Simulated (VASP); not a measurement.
# S (Pm-3m) in VASP: single point with LDA

Aim: the single point of S with LDA.

All numbers are computed with VASP 6.6.1; they aren't measurements. Logs are shortened: lines on timing, memory, paths and dates and some standing lists are left out, and cuts for length are marked.

## Step 1: The structure

It takes space group Pm-3m (No. 221, cubic). Conventional cell: a = 2.538 Å, b = 2.538 Å, c = 2.538 Å, α = 90.00°, β = 90.00°, γ = 90.00°. Around S (site symmetry m-3m) lie 6 S at 2.54 Å.

The cell was built by a generator and needn't be a form met in nature.

## Step 2: Single point, LDA

Contents of INCAR:

```
PREC = Accurate
ENCUT = 520
EDIFF = 1E-7
ISMEAR = -1
SIGMA = 0.13605693000000002
LREAL = F
LASPH = T
NELM = 80
ALGO = Normal
ISIF = 2
LWAVE = F
LCHARG = T
LELF = T
LVHAR = T
NBANDS = 9
```

Contents of KPOINTS:

```
regular mesh
0
Gamma
  13 13 13
```

Contents of POSCAR:

```
S
1.0
    2.5382388022      0.0000000000      0.0000000000
    0.0000000000      2.5382388022      0.0000000000
    0.0000000000      0.0000000000      2.5382388022
S
1
Direct
    0.0000000000      0.0000000000      0.0000000000
```

Potentials or basis: VASP PAW LDA potentials, release 64 (S).

Run with:

```console
> cat potpaw_LDA.64/S/POTCAR > POTCAR
> mpirun -np 1 vasp_std > vasp.out
```

OUTCAR:

```text
PREC = Accurate
   ENCUT = 520
   EDIFF = 1E-7
   ISMEAR = -1
   LREAL = F
   LASPH = T
   NELM = 80
   ISIF = 2

 ion  position               nearest neighbor table
   1  0.000  0.000  0.000-

  LATTYP: Found a simple cubic cell.
 ALAT       =     2.5382388022

  Lattice vectors:

 A1 = (   2.5382388022,   0.0000000000,   0.0000000000)
 A2 = (   0.0000000000,   2.5382388022,   0.0000000000)
 A3 = (   0.0000000000,   0.0000000000,   2.5382388022)

Analysis of symmetry for initial positions (statically):
=====================================================================
 Subroutine PRICEL returns:
 Original cell was already a primitive cell.

 Routine SETGRP: Setting up the symmetry group for a
 simple cubic supercell.

 Subroutine GETGRP returns: Found 48 space group operations
 (whereof 48 operations were pure point group operations)
 out of a pool of 48 trial point group operations.

The static configuration has the point symmetry O_h .

Analysis of symmetry for dynamics (positions and initial velocities):
=====================================================================
 Subroutine PRICEL returns:
 Original cell was already a primitive cell.

 Routine SETGRP: Setting up the symmetry group for a
 simple cubic supercell.

 Subroutine GETGRP returns: Found 48 space group operations
 (whereof 48 operations were pure point group operations)
 out of a pool of 48 trial point group operations.

The dynamic configuration has the point symmetry O_h .

 Subroutine INISYM returns: Found 48 space group operations
 (whereof 48 operations are pure point group operations),
 and found     1 'primitive' translations

----------------------------------------------------------------------------------------

                                     Primitive cell

  volume of cell :      16.3530

  direct lattice vectors                    reciprocal lattice vectors
     2.538238802  0.000000000  0.000000000     0.393973963  0.000000000  0.000000000
     0.000000000  2.538238802  0.000000000     0.000000000  0.393973963  0.000000000
     0.000000000  0.000000000  2.538238802     0.000000000  0.000000000  0.393973963

  length of vectors
     2.538238802  2.538238802  2.538238802     0.393973963  0.393973963  0.393973963

  position of ions in fractional coordinates (direct lattice)
     0.000000000  0.000000000  0.000000000

  ion indices of the primitive-cell ions
   primitive index   ion index
                 1           1

----------------------------------------------------------------------------------------

 KPOINTS: regular mesh

Automatic generation of k-mesh.
 Grid dimensions read from file:
 generate k-points for:   13   13   13

 Generating k-lattice:

  Cartesian coordinates                     Fractional coordinates (reciprocal lattice)
     0.030305689  0.000000000  0.000000000     0.076923077  0.000000000  0.000000000
     0.000000000  0.030305689  0.000000000     0.000000000  0.076923077  0.000000000
     0.000000000  0.000000000  0.030305689     0.000000000  0.000000000  0.076923077

  Length of vectors
     0.030305689  0.030305689  0.030305689

  Shift w.r.t. Gamma in fractional coordinates (k-lattice)
     0.000000000  0.000000000  0.000000000

 Subroutine IBZKPT returns following result:
 ===========================================

 Found     84 irreducible k-points:

 Following reciprocal coordinates:
            Coordinates               Weight
  0.000000  0.000000  0.000000      1.000000
  0.076923  0.000000  0.000000      6.000000
  0.153846  0.000000  0.000000      6.000000
  0.230769  0.000000  0.000000      6.000000
  0.307692  0.000000  0.000000      6.000000
  0.384615  0.000000  0.000000      6.000000
[... 16 lines left out ...]
  0.307692  0.307692  0.000000     12.000000
  0.384615  0.307692  0.000000     24.000000
 [... further k-points ...]
   k-points           NKPTS =     84   k-points in BZ     NKDIM =     84   number of bands    NBANDS=      9
   number of dos      NEDOS =    301   number of ions     NIONS =      1
   total plane-waves  NPLWV =   8000
   dimension x,y,z NGX =    20 NGY =   20 NGZ =   20
   dimension x,y,z NGXF=    40 NGYF=   40 NGZF=   40
   ions per type =               1
   NGX,Y,Z   is equivalent  to a cutoff of  13.10, 13.10, 13.10 a.u.
   NGXF,Y,Z  is equivalent  to a cutoff of  26.20, 26.20, 26.20 a.u.
 SYSTEM =  unknown system
   PREC   = accura    normal or accurate (medium, high low for compatibility)
   ISTART =      0    job   : 0-new  1-cont  2-samecut
   ICHARG =      2    charge: 1-file 2-atom 10-const
   ISPIN  =      1    spin polarized calculation?
   LNONCOLLINEAR =      F non collinear calculations
   LSORBIT =      F    spin-orbit coupling
   LASPH  =      T    aspherical Exc in radial PAW
   ENCUT  =  520.0 eV  38.22 Ry    6.18 a.u.   4.72  4.72  4.72*2*pi/ulx,y,z
   NELM   =     80;   NELMIN=  2; NELMDL= -5     # of ELM steps
   EDIFF  = 0.1E-06   stopping-criterion for ELM
   LREAL  =      F    real-space projection
   EDIFFG = 0.1E-05   stopping-criterion for IOM
   NSW    =      0    number of steps for IOM
   IBRION =     -1    ionic relax: 0-MD 1-quasi-New 2-CG
   NFREE  =      0    steps in history (QN), initial steepest desc. (CG)
   ISIF   =      2    stress and relaxation
   ISYM   =      2    0-nonsym 1-usesym 2-fastsym
   POTIM  = 0.5000    time-step for ionic-motion
   TEBEG  =    0.0;   TEEND  =   0.0 temperature during run
   PSTRESS=    0.0 pullay stress
   NELECT =       6.0000    total number of electrons
   NUPDOWN=      -1.0000    fix difference up-down
   EMIN   =  10.00;   EMAX   =-10.00  energy-range for DOS
   EFERMI =   0.00;   METHOD = LEGACY
   ISMEAR =    -1;   SIGMA  =   0.14  broadening in eV -4-tet -1-fermi 0-gaus
   EFERMI_NEDOS =   21; number of points for ismear=-14 and -15
   IALGO  =     38    algorithm
   IMIX   =      4    mixing-type and parameters
     AMIX     =   0.40;   BMIX     =  1.00
     AMIX_MAG =   1.60;   BMIX_MAG =  1.00
  volume/ion in A,a.u.               =      16.35       110.36
  Fermi-wavevector in a.u.,A,eV,Ry     =   1.171996  2.214751 18.688615  1.373574
  Thomas-Fermi vector in A             =   2.308431
   LORBIT       =      0    0 simple, 1 ext, 2 COOP (PROOUT), +10 PAW based schemes
   GGA     = CA    functional components
   LHFCALC =     F    Hartree Fock is set to
   AEXX    =    0.0000 exact exchange contribution
   IVDW    =     0    specifies the selected vdW correction
   LEPSILON=     F    determine dielectric tensor
   LRPA    =     F    only Hartree local field effects (RPA)
 non-spin polarized calculation
  energy-cutoff  :      520.00
  volume of cell :       16.35
 maximum number of plane-waves:       461
 NGX is ok and might be reduce to    20
   NGX =  9   NGY =  9   NGZ =  9

 number of electron       5.9999998 magnetization

 Free energy of the ion-electron system (eV)
  ---------------------------------------------------
  ext. energy  EPLUGINS =         0.00000000
  ---------------------------------------------------
  free energy    TOTEN  =        -4.32208146 eV

  energy without entropy =       -4.29373243  energy(sigma->0) =       -4.30790695

 E-fermi :   7.6297     XC(G=0): -11.0383

 val. band max:        7.5617969982   @ k =   0.2308   0.2308   0.1538
 cond. band min:       7.6928682044   @ k =   0.3846   0.1538   0.1538
 fundamental gap:      0.1310712062
 Fermi energy:         7.6296503913

 k-point     1 :       0.0000    0.0000    0.0000
  band No.  band energies     occupation
      1      -9.8408      2.00000
      2       9.1503      0.00003
      3       9.1503      0.00003
      4       9.1503      0.00003
      5      14.7976      0.00000
      6      14.7976      0.00000
      7      17.9751      0.00000
      8      29.7553      0.00000
      9      29.7553      0.00000

 k-point     2 :       0.0769    0.0000    0.0000
  band No.  band energies     occupation
      1      -9.7304      2.00000
      2       8.0539      0.08471
      3       9.2253      0.00002
      4       9.2253      0.00002
      5      14.8916      0.00000
      6      15.7280      0.00000
      7      18.4152      0.00000
      8      28.8553      0.00000
      9      28.8588      0.00000

 k-point     3 :       0.1538    0.0000    0.0000
  band No.  band energies     occupation
      1      -9.4044      2.00000
      2       5.9551      1.99999
      3       9.4420      0.00000
      4       9.4420      0.00000
      5      15.1650      0.00000
      6      16.9837      0.00000
      7      20.0255      0.00000
      8      27.0381      0.00000
      9      27.0381      0.00000

 k-point     4 :       0.2308    0.0000    0.0000
  band No.  band energies     occupation
      1      -8.8808      2.00000
      2       3.7734      2.00000
      3       9.7739      0.00000
      4       9.7739      0.00000
      5      15.5893      0.00000
      6      17.8936      0.00000
      7      22.2979      0.00000
      8      25.1429      0.00000
      9      25.1429      0.00000
[... 205 lines left out ...]
 k-point    22 :       0.4615    0.2308    0.0000
  band No.  band energies     occupation
      1      -5.9799      2.00000
      2       0.0161      2.00000
      3       6.0141      1.99999
      4      11.3345      0.00000
      5      14.4444      0.00000
      6      19.6129      0.00000
      7      22.3336      0.00000
      8      25.3559      0.00000
      9      25.9463      0.00000

 k-point    23 :       0.3077    0.3077    0.0000
  band No.  band energies     occupation
      1      -6.5726      2.00000
      2       2.9560      2.00000
      3       3.4046      2.00000
      4      11.1264      0.00000
      5      14.7016      0.00000
      6      19.2359      0.00000
      7      24.3944      0.00000
      8      24.9573      0.00000
      9      26.6999      0.00000

 k-point    24 :       0.3846    0.3077    0.0000
  band No.  band energies     occupation
      1      -5.8441      2.00000
      2       1.5663      2.00000
      3       3.7581      2.00000
      4      11.4705      0.00000
      5      13.2439      0.00000
      6      19.9371      0.00000
      7      23.4553      0.00000
      8      25.1324      0.00000
      9      26.6865      0.00000

 [... further k-points ...]

------------------------ aborting loop because EDIFF is reached ----------------------------------------

  FORCE on cell =-STRESS in cart. coord.  units (eV):
  Direction    XX          YY          ZZ          XY          YZ          ZX
  --------------------------------------------------------------------------------------
  -------------------------------------------------------------------------------------
  Total       -0.0880092     -0.0880092     -0.0880092      0.0000000     -0.0000000      0.0000000
  in kB       -8.6226625     -8.6226625     -8.6226625      0.0000000     -0.0000000      0.0000000
  external PRESSURE =      -8.6226625 kB  Pullay stress =       0.0000000 kB

 VOLUME and BASIS-vectors are now :
 -----------------------------------------------------------------------------
  energy-cutoff  :      520.00
  volume of cell :       16.35
      direct lattice vectors                 reciprocal lattice vectors
     2.538238802  0.000000000  0.000000000     0.393973963  0.000000000  0.000000000
     0.000000000  2.538238802  0.000000000     0.000000000  0.393973963  0.000000000
     0.000000000  0.000000000  2.538238802     0.000000000  0.000000000  0.393973963

 POSITION                                       TOTAL-FORCE (eV/Angst)
 -----------------------------------------------------------------------------------
      0.00000      0.00000      0.00000         0.000000      0.000000      0.000000
 -----------------------------------------------------------------------------------
    total drift:                               -0.000000     -0.000000      0.000000

  FREE ENERGIE OF THE ION-ELECTRON SYSTEM (eV)
  ---------------------------------------------------
  free  energy   TOTEN  =        -4.3220814646 eV

  energy  without entropy=       -4.2937324346  energy(sigma->0) =       -4.30790695
```

Run time: 11 s. Hardware: 1 thread of Intel Xeon Platinum 8375C at 2.90GHz (Ice Lake), shared host; peak memory 0.11 GiB.

Results:

```
Free energy            : -4.3221 eV
Pressure               : -0.9 GPa
Band gap on the k mesh : none (metal or under the smearing width)
```
